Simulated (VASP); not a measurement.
# BAs (F-43m) in VASP: settings compared

One crystal, BAs, is run at these levels: PBE, PBEsol; tasks: single point, equation of state.

All numbers are computed with VASP 6.6.1; they aren't measurements. Logs are shortened: lines on timing, memory, paths and dates and some standing lists are left out, and cuts for length are marked.

**The experiment to reproduce.**

From “Basic Physical Properties of Cubic Boron Arsenide”, 2019, arxiv:1911.11281, for a bulk crystal of BAs: bulk modulus 148 GPa.

The runs below are set against these values where they give the same quantity.

## (1) The crystal as given

The structure is cubic, space group F-43m (No. 216). The conventional cell has a = 4.777 Å, b = 4.777 Å, c = 4.777 Å, α = 90.00°, β = 90.00°, γ = 90.00°. Around As (site symmetry -43m) lie 4 B at 2.07 Å. Around B (site symmetry -43m) lie 4 As at 2.07 Å.

## (2) Single point, PBE

The input, INCAR:

```
SYSTEM = BAs
PREC = Accurate
ENCUT = 520
EDIFF = 1E-7
ISMEAR = -1
SIGMA = 0.05
LREAL = .FALSE.
LASPH = .TRUE.
NELM = 100
ALGO = Normal
ISIF = 2
LWAVE = .FALSE.
LCHARG = .FALSE.
GGA = PE
NBANDS = 11
```

The input, KPOINTS:

```
regular mesh
0
G
  10 10 10
  0 0 0
```

The input, POSCAR:

```
BAs
1.0
    0.0000000000      2.3885000000      2.3885000000
    2.3885000000      0.0000000000      2.3885000000
    2.3885000000      2.3885000000      0.0000000000
As B
1 1
Direct
    0.7500000000      0.7500000000      0.7500000000
    0.0000000000      0.0000000000      0.0000000000
```

Potentials or basis: VASP PAW PBE potentials, release 64 (As, B).

Command:

```bash
$ cat potpaw_PBE.64/As/POTCAR potpaw_PBE.64/B/POTCAR > POTCAR
$ mpirun -np 1 vasp_std > vasp.out
```

OUTCAR:

```text
SYSTEM = BAs
   PREC = Accurate
   ENCUT = 520
   EDIFF = 1E-7
   ISMEAR = -1
   LREAL = .FALSE.
   LASPH = .TRUE.
   NELM = 100
   ISIF = 2
   GGA = PE

 ion  position               nearest neighbor table
   1  0.750  0.750  0.750-   2 2.07   2 2.07   2 2.07   2 2.07
   2  0.000  0.000  0.000-   1 2.07   1 2.07   1 2.07   1 2.07

  LATTYP: Found a face centered cubic cell.
 ALAT       =     4.7770000000

  Lattice vectors:

 A1 = (   0.0000000000,   2.3885000000,   2.3885000000)
 A2 = (   2.3885000000,   0.0000000000,   2.3885000000)
 A3 = (   2.3885000000,   2.3885000000,   0.0000000000)

Analysis of symmetry for initial positions (statically):
=====================================================================
 Subroutine PRICEL returns:
 Original cell was already a primitive cell.

 Routine SETGRP: Setting up the symmetry group for a
 face centered cubic supercell.

 Subroutine GETGRP returns: Found 24 space group operations
 (whereof 24 operations were pure point group operations)
 out of a pool of 48 trial point group operations.

The static configuration has the point symmetry T_d .

Analysis of symmetry for dynamics (positions and initial velocities):
=====================================================================
 Subroutine PRICEL returns:
 Original cell was already a primitive cell.

 Routine SETGRP: Setting up the symmetry group for a
 face centered cubic supercell.

 Subroutine GETGRP returns: Found 24 space group operations
 (whereof 24 operations were pure point group operations)
 out of a pool of 48 trial point group operations.

The dynamic configuration has the point symmetry T_d .

 Subroutine INISYM returns: Found 24 space group operations
 (whereof 24 operations are pure point group operations),
 and found     1 'primitive' translations

----------------------------------------------------------------------------------------

                                     Primitive cell

  volume of cell :      27.2525

  direct lattice vectors                    reciprocal lattice vectors
     0.000000000  2.388500000  2.388500000    -0.209336404  0.209336404  0.209336404
     2.388500000  0.000000000  2.388500000     0.209336404 -0.209336404  0.209336404
     2.388500000  2.388500000  0.000000000     0.209336404  0.209336404 -0.209336404

  length of vectors
     3.377849094  3.377849094  3.377849094     0.362581287  0.362581287  0.362581287

  position of ions in fractional coordinates (direct lattice)
     0.750000000  0.750000000  0.750000000
     0.000000000  0.000000000  0.000000000

  ion indices of the primitive-cell ions
   primitive index   ion index
                 1           1
                 2           2

----------------------------------------------------------------------------------------

 KPOINTS: regular mesh

Automatic generation of k-mesh.
 Grid dimensions read from file:
 generate k-points for:   10   10   10

 Generating k-lattice:

  Cartesian coordinates                     Fractional coordinates (reciprocal lattice)
    -0.020933640  0.020933640  0.020933640     0.100000000  0.000000000  0.000000000
     0.020933640 -0.020933640  0.020933640     0.000000000  0.100000000  0.000000000
     0.020933640  0.020933640 -0.020933640     0.000000000  0.000000000  0.100000000

  Length of vectors
     0.036258129  0.036258129  0.036258129

  Shift w.r.t. Gamma in fractional coordinates (k-lattice)
     0.000000000  0.000000000  0.000000000

 Subroutine IBZKPT returns following result:
 ===========================================

 Found     47 irreducible k-points:

 Following reciprocal coordinates:
            Coordinates               Weight
  0.000000  0.000000  0.000000      1.000000
  0.100000  0.000000  0.000000      8.000000
  0.200000  0.000000  0.000000      8.000000
  0.300000  0.000000  0.000000      8.000000
  0.400000  0.000000  0.000000      8.000000
  0.500000  0.000000  0.000000      4.000000
[... 39 lines left out ...]
 -0.300000  0.400000  0.200000     24.000000
 -0.300000  0.500000  0.200000     12.000000
   k-points           NKPTS =     47   k-points in BZ     NKDIM =     47   number of bands    NBANDS=     11
   number of dos      NEDOS =    301   number of ions     NIONS =      2
   total plane-waves  NPLWV =  21952
   dimension x,y,z NGX =    28 NGY =   28 NGZ =   28
   dimension x,y,z NGXF=    56 NGYF=   56 NGZF=   56
   ions per type =               1   1
   NGX,Y,Z   is equivalent  to a cutoff of  13.78, 13.78, 13.78 a.u.
   NGXF,Y,Z  is equivalent  to a cutoff of  27.56, 27.56, 27.56 a.u.
 SYSTEM =  BAs
   PREC   = accura    normal or accurate (medium, high low for compatibility)
   ISTART =      0    job   : 0-new  1-cont  2-samecut
   ICHARG =      2    charge: 1-file 2-atom 10-const
   ISPIN  =      1    spin polarized calculation?
   LNONCOLLINEAR =      F non collinear calculations
   LSORBIT =      F    spin-orbit coupling
   LASPH  =      T    aspherical Exc in radial PAW
   ENCUT  =  520.0 eV  38.22 Ry    6.18 a.u.   6.28  6.28  6.28*2*pi/ulx,y,z
   NELM   =    100;   NELMIN=  2; NELMDL= -5     # of ELM steps
   EDIFF  = 0.1E-06   stopping-criterion for ELM
   LREAL  =      F    real-space projection
   EDIFFG = 0.1E-05   stopping-criterion for IOM
   NSW    =      0    number of steps for IOM
   IBRION =     -1    ionic relax: 0-MD 1-quasi-New 2-CG
   NFREE  =      0    steps in history (QN), initial steepest desc. (CG)
   ISIF   =      2    stress and relaxation
   ISYM   =      2    0-nonsym 1-usesym 2-fastsym
   POTIM  = 0.5000    time-step for ionic-motion
   TEBEG  =    0.0;   TEEND  =   0.0 temperature during run
   PSTRESS=    0.0 pullay stress
   NELECT =       8.0000    total number of electrons
   NUPDOWN=      -1.0000    fix difference up-down
   EMIN   =  10.00;   EMAX   =-10.00  energy-range for DOS
   EFERMI =   0.00;   METHOD = LEGACY
   ISMEAR =    -1;   SIGMA  =   0.05  broadening in eV -4-tet -1-fermi 0-gaus
   EFERMI_NEDOS =   21; number of points for ismear=-14 and -15
   IALGO  =     38    algorithm
   IMIX   =      4    mixing-type and parameters
     AMIX     =   0.40;   BMIX     =  1.00
     AMIX_MAG =   1.60;   BMIX_MAG =  1.00
  volume/ion in A,a.u.               =      13.63        91.95
  Fermi-wavevector in a.u.,A,eV,Ry     =   1.088018  2.056057 16.106360  1.183784
  Thomas-Fermi vector in A             =   2.224191
   LORBIT       =      0    0 simple, 1 ext, 2 COOP (PROOUT), +10 PAW based schemes
   GGA     = PE    functional components
   LHFCALC =     F    Hartree Fock is set to
   AEXX    =    0.0000 exact exchange contribution
   IVDW    =     0    specifies the selected vdW correction
   LEPSILON=     F    determine dielectric tensor
   LRPA    =     F    only Hartree local field effects (RPA)
 non-spin polarized calculation
  energy-cutoff  :      520.00
  volume of cell :       27.25
 maximum number of plane-waves:       754
 NGX is ok and might be reduce to    28
   NGX = 13   NGY = 13   NGZ = 13

 number of electron       8.0000000 magnetization

 Free energy of the ion-electron system (eV)
  ---------------------------------------------------
  ext. energy  EPLUGINS =         0.00000000
  ---------------------------------------------------
  free energy    TOTEN  =       -11.40640282 eV

  energy without entropy =      -11.40640274  energy(sigma->0) =      -11.40640278

 E-fermi :   6.6967     XC(G=0): -10.5843

 val. band max:        6.1261798308   @ k =   0.0000   0.0000   0.0000
 cond. band min:       7.3017354547   @ k =   0.4000   0.4000   0.0000
 fundamental gap:      1.1755556238
 Fermi energy:         6.6966630574

 k-point     1 :       0.0000    0.0000    0.0000
  band No.  band energies     occupation
      1      -9.2750      2.00000
      2       6.1262      1.99998
      3       6.1262      1.99998
      4       6.1262      1.99998
      5       9.4027      0.00000
      6       9.4027      0.00000
      7       9.4027      0.00000
      8      10.8130      0.00000
      9      15.7091      0.00000
     10      19.0767      0.00000
     11      19.0767      0.00000

 k-point     2 :       0.1000    0.0000    0.0000
  band No.  band energies     occupation
      1      -9.1108      2.00000
      2       4.7308      2.00000
      3       5.8245      2.00000
      4       5.8245      2.00000
      5       9.5501      0.00000
      6       9.8000      0.00000
      7       9.8000      0.00000
      8      11.6848      0.00000
      9      16.3543      0.00000
     10      18.0092      0.00000
     11      18.0092      0.00000

 k-point     3 :       0.2000    0.0000    0.0000
  band No.  band energies     occupation
      1      -8.6265      2.00000
      2       2.3654      2.00000
      3       5.2498      2.00000
      4       5.2498      2.00000
      5       9.3350      0.00000
      6      10.5170      0.00000
      7      10.5170      0.00000
      8      13.3082      0.00000
      9      17.2897      0.00000
     10      17.2897      0.00000
     11      17.3528      0.00000

 k-point     4 :       0.3000    0.0000    0.0000
  band No.  band energies     occupation
      1      -7.8585      2.00000
      2       0.0737      2.00000
      3       4.7416      2.00000
      4       4.7416      2.00000
      5       9.0630      0.00000
      6      10.9191      0.00000
      7      10.9191      0.00000
      8      14.5733      0.00000
      9      17.4744      0.00000
     10      17.7372      0.00000
     11      17.7372      0.00000
[... 463 lines left out ...]
 k-point    38 :      -0.4000    0.3000    0.1000
  band No.  band energies     occupation
      1      -5.6358      2.00000
      2      -1.9275      2.00000
      3       0.9839      2.00000
      4       2.6351      2.00000
      5       9.4874      0.00000
      6      12.0335      0.00000
      7      13.2686      0.00000
      8      15.0896      0.00000
      9      16.7520      0.00000
     10      20.5175      0.00000
     11      22.2465      0.00000

 k-point    39 :      -0.3000    0.3000    0.1000
  band No.  band energies     occupation
      1      -5.8334      2.00000
      2      -1.6395      2.00000
      3       0.7519      2.00000
      4       2.9725      2.00000
      5       9.8816      0.00000
      6      11.7899      0.00000
      7      13.4552      0.00000
      8      15.2323      0.00000
      9      16.2587      0.00000
     10      19.0531      0.00000
     11      22.3631      0.00000

 k-point    40 :      -0.2000    0.3000    0.1000
  band No.  band energies     occupation
      1      -6.6531      2.00000
      2      -0.5431      2.00000
      3       1.1148      2.00000
      4       3.5823      2.00000
      5      10.2717      0.00000
      6      11.3532      0.00000
      7      12.3776      0.00000
      8      14.3418      0.00000
      9      17.0805      0.00000
     10      18.8928      0.00000
     11      21.9304      0.00000

 [... further k-points ...]
[... 5 lines left out ...]
  --------------------------------------------------------------------------------------
  -------------------------------------------------------------------------------------
  Total        0.5835159      0.5835159      0.5835159      0.0000000      0.0000000     -0.0000000
  in kB       34.3050096     34.3050096     34.3050096      0.0000000      0.0000000     -0.0000000
  external PRESSURE =      34.3050096 kB  Pullay stress =       0.0000000 kB

 VOLUME and BASIS-vectors are now :
 -----------------------------------------------------------------------------
  energy-cutoff  :      520.00
  volume of cell :       27.25
      direct lattice vectors                 reciprocal lattice vectors
     0.000000000  2.388500000  2.388500000    -0.209336404  0.209336404  0.209336404
     2.388500000  0.000000000  2.388500000     0.209336404 -0.209336404  0.209336404
     2.388500000  2.388500000  0.000000000     0.209336404  0.209336404 -0.209336404

 POSITION                                       TOTAL-FORCE (eV/Angst)
 -----------------------------------------------------------------------------------
      3.58275      3.58275      3.58275        -0.000000     -0.000000     -0.000000
      0.00000      0.00000      0.00000         0.000000      0.000000      0.000000
 -----------------------------------------------------------------------------------
    total drift:                                0.000000      0.000000      0.000000

  FREE ENERGIE OF THE ION-ELECTRON SYSTEM (eV)
  ---------------------------------------------------
  free  energy   TOTEN  =       -11.4064028237 eV

  energy  without entropy=      -11.4064027362  energy(sigma->0) =      -11.40640278
```

Wall time 9 s (1 thread of Intel Xeon 6975P-C (Granite Rapids), shared host); peak memory 0.15 GiB.

What came out:

| Property | Result |
| --- | --- |
| Free energy | -11.4064 eV |
| Pressure | 3.4 GPa |
| Band gap on the k mesh | 1.18 eV, indirect (least direct gap 3.28 eV) |

A k mesh can miss the band edges. A hybrid or GW would open this gap; PBE tends to underestimate it.

## (3) Single point, PBE (atoms moved at random, drawn with an rms of 0.05 Å)

The input, INCAR:

```
ALGO = Normal
EDIFF = 1E-7
ENCUT = 520
GGA = PE
ISIF = 2
ISMEAR = -1
LASPH = True
LCHARG = True
LELF = True
LREAL = False
LVHAR = True
LWAVE = False
NBANDS = 11
NELM = 100
PREC = Accurate
SIGMA = 0.05
```

The input, KPOINTS:

```
k-points
0
Gamma
  10 10 10
```

The input, POSCAR:

```
BAs
1.0
    0.0000000000      2.3885000000      2.3885000000
    2.3885000000      0.0000000000      2.3885000000
    2.3885000000      2.3885000000      0.0000000000
As B
1 1
Direct
    0.7496230000      0.7495860000      0.7316970000
    0.0033120000     -0.0222670000     -0.0148580000
```

Potentials or basis: VASP PAW PBE potentials, release 64 (As, B).

Command:

```bash
$ cat potpaw_PBE.64/As/POTCAR potpaw_PBE.64/B/POTCAR > POTCAR
$ mpirun -np 1 vasp_std > vasp.out
```

Wall time 99 s (1 thread of Intel Xeon 6975P-C (Granite Rapids), shared host); peak memory 0.27 GiB.

The run converged. Its results:

```yaml
Free_energy: -11.3734 eV
Pressure: 3.7 GPa
Largest_force: 1.009 eV/Å
Band_gap_on_the_k_mesh: 0.65 eV, indirect (least direct gap 2.40 eV)
```

Forces in eV/Å, atoms in the order of the input:
```
As  -0.705  0.197 -0.695
B    0.705 -0.197  0.695
```

Stress tensor (GPa, compression positive):
```
 3.63  1.84 -0.47
 1.84  3.79  1.87
-0.47  1.87  3.64
```

Levels at points of the mesh, in eV from the valence-band top:
```tsv
k point	band 1	band 2	band 3	band 4	band 5	band 6	band 7	band 8	band 9
(0.00, 0.00, 0.00)	-15.91	-0.88	-0.62	0.00	2.40	2.85	3.06	4.18	9.07
(0.50, 0.00, 0.00)	-13.03	-9.33	-2.60	-2.02	2.19	3.88	4.72	8.37	12.16
(0.00, 0.50, 0.00)	-13.12	-9.06	-2.49	-2.28	2.09	4.01	4.31	8.25	12.36
(0.00, 0.00, 0.50)	-13.03	-9.33	-2.60	-2.02	2.18	3.88	4.71	8.37	12.16
(0.50, 0.50, 0.50)	-12.98	-9.45	-2.51	-2.07	2.24	4.04	4.68	8.42	12.05
(0.50, 0.50, 0.00)	-11.73	-9.03	-4.68	-4.48	0.79	1.05	10.76	10.99	12.33
(0.00, 0.50, 0.50)	-11.73	-9.03	-4.68	-4.48	0.79	1.05	10.75	10.99	12.33
(0.50, 0.00, 0.50)	-11.73	-9.04	-4.62	-4.53	0.88	0.95	10.84	10.91	12.33
```

## (4) Equation of state, PBE, 12.81 Å³/atom (volume scaled by 0.94)

The input, INCAR:

```
SYSTEM = BAs
PREC = Accurate
ENCUT = 520
EDIFF = 1E-7
ISMEAR = -1
SIGMA = 0.05
LREAL = .FALSE.
LASPH = .TRUE.
NELM = 60
ALGO = Normal
ISIF = 2
LWAVE = .FALSE.
LCHARG = .FALSE.
GGA = PE
NBANDS = 11
```

The input, KPOINTS:

```
regular mesh
0
G
  10 10 10
  0 0 0
```

The input, POSCAR:

```
BAs
1.0
    0.0000000000      2.3397414207      2.3397414207
    2.3397414207      0.0000000000      2.3397414207
    2.3397414207      2.3397414207      0.0000000000
As B
1 1
Direct
    0.7500000000      0.7500000000      0.7500000000
    0.0000000000      0.0000000000      0.0000000000
```

Potentials or basis: VASP PAW PBE potentials, release 64 (As, B).

Command:

```bash
$ cat potpaw_PBE.64/As/POTCAR potpaw_PBE.64/B/POTCAR > POTCAR
$ mpirun -np 1 vasp_std > vasp.out
```

OUTCAR:

```text
SYSTEM = BAs
   PREC = Accurate
   ENCUT = 520
   EDIFF = 1E-7
   ISMEAR = -1
   LREAL = .FALSE.
   LASPH = .TRUE.
   NELM = 60
   ISIF = 2
   GGA = PE

 ion  position               nearest neighbor table
   1  0.750  0.750  0.750-   2 2.03   2 2.03   2 2.03   2 2.03
   2  0.000  0.000  0.000-   1 2.03   1 2.03   1 2.03   1 2.03

  LATTYP: Found a face centered cubic cell.
 ALAT       =     4.6794828414

  Lattice vectors:

 A1 = (   0.0000000000,   2.3397414207,   2.3397414207)
 A2 = (   2.3397414207,   0.0000000000,   2.3397414207)
 A3 = (   2.3397414207,   2.3397414207,   0.0000000000)

Analysis of symmetry for initial positions (statically):
=====================================================================
 Subroutine PRICEL returns:
 Original cell was already a primitive cell.

 Routine SETGRP: Setting up the symmetry group for a
 face centered cubic supercell.

 Subroutine GETGRP returns: Found 24 space group operations
 (whereof 24 operations were pure point group operations)
 out of a pool of 48 trial point group operations.

The static configuration has the point symmetry T_d .

Analysis of symmetry for dynamics (positions and initial velocities):
[... 187 lines left out ...]
 Fermi energy:         7.3646814497

 k-point     1 :       0.0000    0.0000    0.0000
  band No.  band energies     occupation
      1      -9.1547      2.00000
      2       6.8272      1.99996
      3       6.8272      1.99996
      4       6.8272      1.99996
      5      10.1847      0.00000
      6      10.1847      0.00000
      7      10.1847      0.00000
      8      12.3146      0.00000
      9      16.7240      0.00000
     10      20.0331      0.00000
     11      20.0331      0.00000
[... 533 lines left out ...]
 k-point    40 :      -0.2000    0.3000    0.1000
  band No.  band energies     occupation
      1      -6.3551      2.00000
      2      -0.0610      2.00000
      3       1.4893      2.00000
      4       4.1181      2.00000
      5      11.0935      0.00000
      6      12.2545      0.00000
      7      13.3094      0.00000
      8      15.4284      0.00000
      9      18.0604      0.00000
     10      20.0448      0.00000
     11      23.3536      0.00000

 [... further k-points ...]
[... 5 lines left out ...]
  --------------------------------------------------------------------------------------
  -------------------------------------------------------------------------------------
  Total        2.1835410      2.1835410      2.1835410      0.0000000      0.0000000      0.0000000
  in kB      136.5646672    136.5646672    136.5646672      0.0000000      0.0000000      0.0000000
  external PRESSURE =     136.5646672 kB  Pullay stress =       0.0000000 kB

 VOLUME and BASIS-vectors are now :
 -----------------------------------------------------------------------------
  energy-cutoff  :      520.00
  volume of cell :       25.62
      direct lattice vectors                 reciprocal lattice vectors
     0.000000000  2.339741421  2.339741421    -0.213698828  0.213698828  0.213698828
     2.339741421  0.000000000  2.339741421     0.213698828 -0.213698828  0.213698828
     2.339741421  2.339741421  0.000000000     0.213698828  0.213698828 -0.213698828

 POSITION                                       TOTAL-FORCE (eV/Angst)
 -----------------------------------------------------------------------------------
      3.50961      3.50961      3.50961        -0.000000     -0.000000     -0.000000
      0.00000      0.00000      0.00000         0.000000      0.000000      0.000000
 -----------------------------------------------------------------------------------
    total drift:                                0.000000      0.000000      0.000000

  FREE ENERGIE OF THE ION-ELECTRON SYSTEM (eV)
  ---------------------------------------------------
  free  energy   TOTEN  =       -11.3214650442 eV

  energy  without entropy=      -11.3214648847  energy(sigma->0) =      -11.32146496
```

stdout:

```text
POSCAR found type information on POSCAR AsB
 POSCAR found :  2 types and       2 ions
 scaLAPACK will be used
 LDA part: xc-table for (Slater+PW92), standard interpolation
 POSCAR, INCAR and KPOINTS ok, starting setup
 FFT: planning ... GRIDC
 FFT: planning ... GRID_SOFT
 FFT: planning ... GRID
 WAVECAR not read
 entering main loop
```

Wall time 15 s (1 thread of Intel Xeon 6975P-C (Granite Rapids), shared host); peak memory 0.14 GiB.

Results:

| Item | Value |
| --- | --- |
| Free energy | -11.3215 eV |
| Pressure | 13.7 GPa |
| Band gap on the k mesh | 1.11 eV, indirect (least direct gap 3.36 eV) |

[end of part 1 of 2]
